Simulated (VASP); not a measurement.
# AlN (P6_3/mmc) in VASP: Born charges and dielectric tensor with LDA

Aim: the Born charges and dielectric tensor of AlN with LDA.

Program: VASP 6.6.1. These are calculated values, not measurements. Logs are shortened: lines on timing, memory, paths and dates and some standing lists are left out, and cuts for length are marked.

## 1. Starting point

The structure is hexagonal, space group P6_3/mmc (No. 194). Conventional cell: a = 3.301 Å, b = 3.301 Å, c = 4.138 Å, α = 90.00°, β = 90.00°, γ = 120.00°. Around Al (site symmetry -6m2) lie 5 N at 1.91 to 2.07 Å. N (site symmetry -6m2) has 5 Al at 1.91 to 2.07 Å as nearest neighbours.

Measurements of this composition are mostly on another form, of space group No. 186.

## 2. Born charges and dielectric tensor, LDA

File INCAR:

```
SYSTEM = AlN
PREC = Accurate ; ENCUT = 600
EDIFF = 1E-8 ; ISMEAR = 0
SIGMA = 0.02 ; LREAL = .FALSE.
LASPH = .TRUE. ; NELM = 100
ALGO = Normal ; ISIF = 2
LWAVE = .FALSE. ; LCHARG = .FALSE.
GGA = CA ; LEPSILON = .TRUE.
IBRION = 8 ; NSW = 1
```

File KPOINTS:

```
regular mesh
0
G
  9 9 6
  0 0 0
```

File POSCAR:

```
AlN
1.0
    3.3007800000      0.0000000000      0.0000000000
   -1.6503900000      2.8585600000      0.0000000000
    0.0000000000      0.0000000000      4.1384300000
Al N
2 2
Direct
    0.3333300000      0.6666700000      0.7500000000
    0.6666700000      0.3333300000      0.2500000000
    0.3333300000      0.6666700000      0.2500000000
    0.6666700000      0.3333300000      0.7500000000
```

Potentials or basis: VASP PAW LDA potentials, release 64 (Al, N).

The run is started by

```
$ cat potpaw_LDA.64/Al/POTCAR potpaw_LDA.64/N/POTCAR > POTCAR
$ mpirun -np 1 vasp_std > vasp.out
```

OUTCAR:

```text
SYSTEM = AlN
   PREC = Accurate
   ENCUT = 600
   EDIFF = 1E-8
   ISMEAR = 0
   LREAL = .FALSE.
   LASPH = .TRUE.
   NELM = 100
   ISIF = 2
   GGA = CA
   LEPSILON = .TRUE.
   IBRION = 8
   NSW = 1

 ion  position               nearest neighbor table
   1  0.333  0.667  0.750-   4 1.91   4 1.91   4 1.91   3 2.07   3 2.07   2 2.81   2 2.81   2 2.81
                             2 2.81   2 2.81   2 2.81
   2  0.667  0.333  0.250-   3 1.91   3 1.91   3 1.91   4 2.07   4 2.07   1 2.81   1 2.81   1 2.81
                             1 2.81   1 2.81   1 2.81
   3  0.333  0.667  0.250-   2 1.91   2 1.91   2 1.91   1 2.07   1 2.07
   4  0.667  0.333  0.750-   1 1.91   1 1.91   1 1.91   2 2.07   2 2.07

  LATTYP: Found a hexagonal cell.
 ALAT       =     3.3007800000
 C/A-ratio  =     1.2537733505

  Lattice vectors:

 A1 = (   3.3007800000,   0.0000000000,   0.0000000000)
 A2 = (  -1.6503900000,   2.8585600000,   0.0000000000)
 A3 = (   0.0000000000,   0.0000000000,   4.1384300000)

Analysis of symmetry for initial positions (statically):
=====================================================================
 Subroutine PRICEL returns:
 Original cell was already a primitive cell.

 Routine SETGRP: Setting up the symmetry group for a
 hexagonal supercell.

 Subroutine GETGRP returns: Found  8 space group operations
 (whereof  4 operations were pure point group operations)
 out of a pool of 24 trial point group operations.

The static configuration has the point symmetry C_2h.
 The point group associated with its full space group is D_2h.

Analysis of symmetry for dynamics (positions and initial velocities):
=====================================================================
 Subroutine PRICEL returns:
 Original cell was already a primitive cell.

 Routine SETGRP: Setting up the symmetry group for a
 hexagonal supercell.

 Subroutine GETGRP returns: Found  8 space group operations
 (whereof  4 operations were pure point group operations)
 out of a pool of 24 trial point group operations.

The dynamic configuration has the point symmetry C_2h.
 The point group associated with its full space group is D_2h.

 Subroutine INISYM returns: Found  8 space group operations
 (whereof  4 operations are pure point group operations),
 and found     1 'primitive' translations

----------------------------------------------------------------------------------------

                                     Primitive cell

  volume of cell :      39.0481

  direct lattice vectors                    reciprocal lattice vectors
     3.300780000  0.000000000  0.000000000     0.302958695  0.174913243  0.000000000
    -1.650390000  2.858560000  0.000000000     0.000000000  0.349826486  0.000000000
     0.000000000  0.000000000  4.138430000     0.000000000  0.000000000  0.241637529

  length of vectors
     3.300780000  3.300780578  4.138430000     0.349826547  0.349826486  0.241637529

  position of ions in fractional coordinates (direct lattice)
     0.333330000  0.666670000  0.750000000
     0.666670000  0.333330000  0.250000000
     0.333330000  0.666670000  0.250000000
[... 557 lines left out ...]
    -0.00000  0.00044 -0.00000
     0.00000  0.00000 -0.00108

[... ionic steps 4 to 9 ...]

--------------------------------------- Ionic step       10  -------------------------------------------

------------------------ aborting loop because EDIFF is reached ----------------------------------------

[... ionic steps 11 to 11 ...]

--------------------------------------- Ionic step       12  -------------------------------------------

 Free energy of the ion-electron system (eV)
  ---------------------------------------------------
  ---------------------------------------------------
  free energy    TOTEN  =        -0.24608540 eV

  energy without entropy =       -0.24608540

------------------------ aborting loop because EDIFF is reached ----------------------------------------

 INTERNAL STRAIN TENSOR  FOR ION    3  DIRECTION 3   (eV/Angst):
 -----------------------------------------------------------------------------
    -0.00160 -0.00458  0.00057
    -0.00458 -0.00690 -0.00033
     0.00058 -0.00033  0.01577

 MACROSCOPIC STATIC DIELECTRIC TENSOR (including local field effects in DFT)
 ------------------------------------------------------
           4.478326    -0.000023     0.000000
          -0.000023     4.478302     0.000000
          -0.000000     0.000000     4.903800
 ------------------------------------------------------

 PIEZOELECTRIC TENSOR (including local field effects)  for field in x, y, z        (e  Angst)
          XX          YY          ZZ          XY          YZ          ZX
  --------------------------------------------------------------------------------
  x     0.00000     0.00000     0.00000     0.00000     0.00000     0.00000
  y     0.00000     0.00000     0.00000     0.00000     0.00000     0.00000
  z     0.00000     0.00000     0.00000     0.00000     0.00000     0.00000

 PIEZOELECTRIC TENSOR (including local field effects)  for field in x, y, z        (C/m^2)
          XX          YY          ZZ          XY          YZ          ZX
  --------------------------------------------------------------------------------
  x     0.00000     0.00000     0.00000     0.00000     0.00000     0.00000
  y     0.00000     0.00000     0.00000     0.00000     0.00000     0.00000
  z     0.00000     0.00000     0.00000     0.00000     0.00000     0.00000

 BORN EFFECTIVE CHARGES (including local field effects) (in |e|, cummulative output)
 ---------------------------------------------------------------------------------
 ion    1
    1     2.52075     0.00000     0.00000
    2     0.00000     2.52075     0.00000
    3     0.00000     0.00000     3.11832
 ion    2
    1     2.52075     0.00000     0.00000
    2     0.00000     2.52075     0.00000
    3     0.00000     0.00000     3.11832
 ion    3
    1    -2.52075    -0.00000     0.00000
    2    -0.00000    -2.52075     0.00000
    3     0.00000     0.00000    -3.11832
 ion    4
    1    -2.52075    -0.00000     0.00000
    2    -0.00000    -2.52075     0.00000
    3     0.00000     0.00000    -3.11832

 INTERNAL STRAIN TENSOR FOR ION    4 for displacements in x,y,z  (eV/Angst):
          X           Y           Z          XY          YZ          ZX
  --------------------------------------------------------------------------------
  x    -0.00083     0.00553    -0.00112    13.20819     0.00000     0.00000
  y    13.34851   -13.35123     0.00065    -0.25494     0.00000     0.00000
  z     0.00000     0.00000     0.00000    -0.00000     0.00033    -0.00057

 SECOND DERIVATIVES (NOT SYMMETRIZED)
 ------------------------------------
               1X          1Y          1Z          2X          2Y          2Z          3X          3Y          3Z          4X          4Y          4Z
  1X   -16.757207   -0.001924    0.000000    1.612830    0.000416    0.000000    2.405240   -0.000416    0.000000   12.739138    0.001923    0.000000
  1Y    -0.001924  -16.759437    0.000000    0.000416    1.613311    0.000000   -0.000416    2.404761    0.000000    0.001923   12.741364    0.000000
  1Z    -0.000000    0.000000   -9.196052    0.000000    0.000000    7.025319   -0.000000    0.000000    0.084690   -0.000000    0.000000    2.086043
  2X     1.612830    0.000416    0.000000  -16.757207   -0.001924    0.000000   12.739138    0.001923    0.000000    2.405240   -0.000416    0.000000
  2Y     0.000416    1.613311    0.000000   -0.001924  -16.759437    0.000000    0.001923   12.741364    0.000000   -0.000416    2.404761    0.000000
  2Z     0.000000    0.000000    7.025319   -0.000000    0.000000   -9.196052   -0.000000    0.000000    2.086043   -0.000000    0.000000    0.084690
  3X     2.405298    0.000059    0.000000   12.740500    0.002934    0.000000  -17.625987   -0.006147    0.000000    2.480188    0.003155    0.000000
  3Y     0.000059    2.405367    0.000000    0.002934   12.743894    0.000000   -0.006147  -17.633093    0.000000    0.003155    2.483832    0.000000
  3Z     0.000000    0.000000    0.062815    0.000000    0.000000    2.110575    0.000000    0.000000  -12.582816   -0.000000    0.000000   10.409426
  4X    12.740500    0.002934    0.000000    2.405298    0.000059    0.000000    2.480188    0.003155    0.000000  -17.625987   -0.006147    0.000000
  4Y     0.002934   12.743894    0.000000    0.000059    2.405367    0.000000    0.003155    2.483832    0.000000   -0.006147  -17.633093    0.000000
  4Z     0.000000    0.000000    2.110575    0.000000    0.000000    0.062815   -0.000000    0.000000   10.409426    0.000000    0.000000  -12.582816

 Eigenvectors and eigenvalues of the dynamical matrix
 ----------------------------------------------------

   1 f  =   20.453587 THz   128.513679 2PiTHz  682.258234 cm-1    84.589202 meV
             X         Y         Z           dx          dy          dz
     -0.000017  1.905716  3.103822     0.162080    0.280880   -0.000000
      1.650407  0.952844  1.034607    -0.162080   -0.280880   -0.000000
     -0.000017  1.905716  1.034607     0.314055    0.544248    0.000000
      1.650407  0.952844  3.103822    -0.314055   -0.544248   -0.000000
[... 71 lines left out ...]
  12 f/i=    0.002201 THz     0.013829 2PiTHz    0.073417 cm-1     0.009103 meV
             X         Y         Z           dx          dy          dz
     -0.000017  1.905716  3.103822     0.000000    0.000000   -0.573863
      1.650407  0.952844  1.034607     0.000000    0.000000   -0.573863
     -0.000017  1.905716  1.034607     0.000000    0.000000   -0.413136
      1.650407  0.952844  3.103822     0.000000    0.000000   -0.413136

--------------------------------------------------------------------------------------------------------

 MACROSCOPIC STATIC DIELECTRIC TENSOR IONIC CONTRIBUTION
 ------------------------------------------------------
           3.888518    -0.000570    -0.000000
          -0.000570     3.887861     0.000000
          -0.000000     0.000000    41.492064
 ------------------------------------------------------

 ELASTIC MODULI CONTR FROM IONIC RELAXATION (kBar)
 Direction    XX          YY          ZZ          XY          YZ          ZX
 --------------------------------------------------------------------------------
 XX        -802.9604    803.1273     -0.0294     22.3700      0.0000     -0.0000
 YY         803.1273   -803.2943      0.0295    -22.6585     -0.0000      0.0000
 ZZ          -0.0294      0.0295     -0.0000      0.0510     -0.0000      0.0000
 XY          22.3700    -22.6585      0.0510   -780.1965      0.0000     -0.0000
 YZ           0.0000     -0.0000     -0.0000      0.0000     -0.0000      0.0000
 ZX          -0.0000      0.0000      0.0000     -0.0000      0.0000     -0.0000
 --------------------------------------------------------------------------------

 PIEZOELECTRIC TENSOR IONIC CONTR  for field in x, y, z        (C/m^2)
          XX          YY          ZZ          XY          YZ          ZX
  --------------------------------------------------------------------------------
  x     0.00000    -0.00000    -0.00000    -0.00000     0.00000    -0.00000
  y    -0.00000     0.00000     0.00000    -0.00000     0.00000    -0.00000
  z    -0.00000     0.00000    -0.00000     0.00000    -0.00000     0.00000
```

Run time: 6.7 min. Hardware: 1 thread of Intel Xeon 6975P-C (Granite Rapids), shared host; peak memory 0.48 GiB.

Results:

| Item | Value |
| --- | --- |
| Band gap on the k mesh | 3.45 eV, direct |
| Electronic dielectric tensor (diagonal) | 4.48, 4.48, 4.90 |
| Born charges (mean of the diagonal) | Al +2.72; N -2.72 e |
| Highest phonon frequency at Γ, LO-TO splitting left out | 682 cm⁻¹ |

Levels at points of the mesh, in eV from the valence-band top:
| k point | band 6 | band 7 | band 8 | band 9 | band 10 | band 11 |
| --- | --- | --- | --- | --- | --- | --- |
| (0.00, 0.00, 0.00) | -1.59 | -1.59 | 0.00 | 3.45 | 4.39 | 8.13 |
| (0.00, 0.00, 0.50) | -2.50 | -2.50 | -2.50 | 5.72 | 5.72 | 8.31 |

Phonon frequencies in cm⁻¹ (negative: imaginary):
| q point | frequencies |
| --- | --- |
| (0.000, 0.000, 0.000) | 0 0 0 253 332 332 401 668 669 670 682 682 |

Electronic dielectric tensor:
```
4.48 0.00 0.00
0.00 4.48 0.00
0.00 0.00 4.90
```

Born effective charge tensors (e):
atom 1, Al
```
2.52 0.00 0.00
0.00 2.52 0.00
0.00 0.00 3.12
```
atom 2, Al
```
2.52 0.00 0.00
0.00 2.52 0.00
0.00 0.00 3.12
```
atom 3, N
```
-2.52  0.00  0.00
 0.00 -2.52  0.00
 0.00  0.00 -3.12
```
atom 4, N
```
-2.52  0.00  0.00
 0.00 -2.52  0.00
 0.00  0.00 -3.12
```

Caveat: an odd mesh through Γ misses points on the zone boundary, where band edges often lie.
